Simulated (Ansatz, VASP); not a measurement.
# One calculation of BN, two programs

```xyz
4
Lattice="2.5539 0.0000 0.0000 -1.2770 2.2118 0.0000 0.0000 0.0000 4.2269" Properties=species:S:1:pos:R:3 pbc="T T T"
B     1.2770    0.7373    4.2257
B     0.0000    1.4745    2.1123
N     1.2770    0.7373    2.4930
N     0.0000    1.4745    0.3795
```

Change from the starting cell: all N atoms moved -0.150 Å, as atom 3 along Cartesian [0 0 1].

Alike in both runs: task single point; functional PBE; k mesh 12 × 12 × 6; occupations gaussian, width 0.05 eV; no spin polarisation.

```csv
,VASP,Ansatz
version,VASP 6.6.1,Ansatz 0.2.0
potentials or method,"VASP PAW PBE potentials, release 64 (B, N)","scalar-relativistic, plane waves, PAW"
plane-wave cutoff (eV),520,420
valence electrons in the cell,16,16
```

```tsv
	VASP	Ansatz	Ansatz less VASP
gap on the k mesh at the Fermi level (eV)	5.12	5.12	+0.007
least direct gap on the mesh (eV)	6.77	6.76	-0.003
pressure (GPa)	6.5	6.3	-0.21
largest component of the traceless stress (GPa)	5.81	6.17	+0.358
rms of the force components (eV/Å)	1.303	1.296	-0.0072
```

Atom by atom the forces differ by 0.007 eV/Å (rms over components). With one functional, cell and mesh, what is left measures potentials, basis and numerics.

Caveats: forces of over 1 eV/Å show positions far from the minimum, so gaps and moduli don't describe the material at rest. A k mesh can miss the band edges.
